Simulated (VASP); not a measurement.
**Cu: single point with PBE**

The system is Cu, a slab with vacuum.

```
Cu
1.0
     7.70039    0.00000    0.00000
     0.00000    7.70039    0.00000
     0.00000    0.00000   15.63000
Cu
28
Direct
  0.00000 0.00000 0.38388
  0.33333 0.00000 0.38388
  0.66667 0.00000 0.38388
  0.00000 0.33333 0.38388
  0.33333 0.33333 0.38388
  0.66667 0.33333 0.38388
  0.00000 0.66667 0.38388
  0.33333 0.66667 0.38388
  0.66667 0.66667 0.38388
  0.16420 0.16667 0.49548
  0.49871 0.16667 0.49567
  0.82908 0.16667 0.49836
  0.16496 0.49976 0.49534
  0.50024 0.49889 0.49597
  0.83095 0.49811 0.49772
  0.16496 0.83357 0.49535
  0.50024 0.83444 0.49597
  0.83095 0.83523 0.49772
  0.99651 0.00100 0.61030
  0.32541 0.99261 0.60763
  0.65729 0.00255 0.61522
  0.99652 0.33234 0.61031
  0.32541 0.34073 0.60763
  0.65729 0.33079 0.61522
  0.00074 0.66667 0.60786
  0.33378 0.66667 0.60837
  0.66534 0.66667 0.60892
  0.41822 0.16668 0.72075
```

The cell was built by a generator and needn't be a form met in nature.

| Item | Value |
| --- | --- |
| Program | VASP 6.6.1 |
| Task | single point |
| Functional | PBE |
| Potentials or basis | VASP PAW PBE potentials, release 64 (Cu) |
| Cutoff | 520 eV |
| k mesh | 3 × 3 × 1 |
| Occupations | gaussian, width 0.1 eV |
| Spin | no spin polarisation |

```yaml
Largest_force: 0.693 eV/Å
Band_gap_on_the_k_mesh: none (metal or under the smearing width)
```

Forces on the atoms (eV/Å):
```
Cu  -0.088  0.005 -0.028
Cu  -0.031 -0.011 -0.010
Cu   0.032 -0.009 -0.009
Cu  -0.088 -0.005 -0.028
Cu  -0.031  0.011 -0.010
Cu   0.032  0.009 -0.009
Cu  -0.102  0.000  0.001
Cu   0.004  0.000 -0.065
Cu   0.041  0.000 -0.009
Cu  -0.018  0.000  0.002
Cu  -0.016  0.000  0.005
Cu  -0.034  0.000  0.002
Cu  -0.014  0.007 -0.006
Cu   0.000 -0.004  0.006
Cu  -0.018 -0.003  0.003
Cu  -0.014 -0.007 -0.006
Cu   0.000  0.004  0.006
Cu  -0.018  0.003  0.003
Cu  -0.048 -0.004 -0.004
Cu  -0.065  0.000  0.013
Cu  -0.052  0.003  0.070
Cu  -0.048  0.004 -0.004
Cu  -0.066  0.000  0.013
Cu  -0.052 -0.003  0.070
Cu   0.001  0.000  0.018
Cu   0.007  0.000  0.026
Cu  -0.001  0.000  0.037
Cu   0.687  0.000 -0.085
```

Levels at points of the mesh, in eV from the Fermi level:
```tsv
k point	band 151	band 152	band 153	band 154	band 155	band 156	band 157	band 158	band 159	band 160
(0.00, 0.00, 0.00)	-1.08	-0.90	-0.90	-0.86	-0.84	0.38	1.04	1.05	1.17	1.18
```

It took 18 min on 1 thread of AMD EPYC 9R45 96-Core Processor (Zen 5), with other jobs on the host, peak memory 1.1 GiB.
